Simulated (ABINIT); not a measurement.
Crystal: CuAu.

```
CELL_PARAMETERS angstrom
2.81075 0.00000 0.00000
0.00000 2.81075 0.00000
0.00000 0.00000 3.68500
ATOMIC_POSITIONS crystal
Au 0.00000 0.00000 0.00000
Cu 0.50000 0.50000 0.50000
```

```yaml
Program: ABINIT 10.8.3 (patched build)
Task: relaxation of cell and atoms
Functional: LDA
Potentials_or_basis: PseudoDojo NC SR LDA v0.4.1 standard
Cutoff: 1252 eV
k_mesh: 7 × 7 × 5
Occupations: fermi-dirac, width 0.05 eV
Spin: no spin polarisation
```

At the start: pressure -9.5 GPa; volume 14.56 Å³/atom.

Q: How do energy, volume and symmetry change on relaxing?

A: Over 11 steps the energy falls by 26.6 meV/atom and the volume is 13.73 Å³/atom (-5.7 %); space group P4/mmm (No. 123, to 0.05 Å).

The path:
| step | energy change (eV) | largest force (eV/Å) | pressure (GPa) | volume (Å³) |
| --- | --- | --- | --- | --- |
| 1 | 0.0000 | 0.0000 | -9.54 | 29.11 |
| 2 | -0.0387 | 0.0000 | -5.01 | 28.27 |
| 3 | -0.0512 | 0.0000 | 0.65 | 27.41 |
| 4 | -0.0515 | 0.0000 | 0.02 | 27.49 |
| 5 | -0.0518 | 0.0000 | -0.21 | 27.52 |
| 6 | -0.0524 | 0.0000 | -0.47 | 27.55 |
| 7 | -0.0531 | 0.0000 | -0.39 | 27.52 |
| 8 | -0.0532 | 0.0000 | -0.12 | 27.48 |
| 9 | -0.0532 | 0.0000 | -0.06 | 27.47 |
| 10 | -0.0532 | 0.0000 | -0.01 | 27.47 |
| 11 | -0.0532 | 0.0000 | 0.00 | 27.47 |

Final structure:
```
Au Cu
1.0
     2.78391    0.00000    0.00000
     0.00000    2.78391    0.00000
     0.00000    0.00000    3.54394
Au Cu
1 1
Direct
  0.00000 0.00000 0.00000
  0.50000 0.50000 0.50000
```
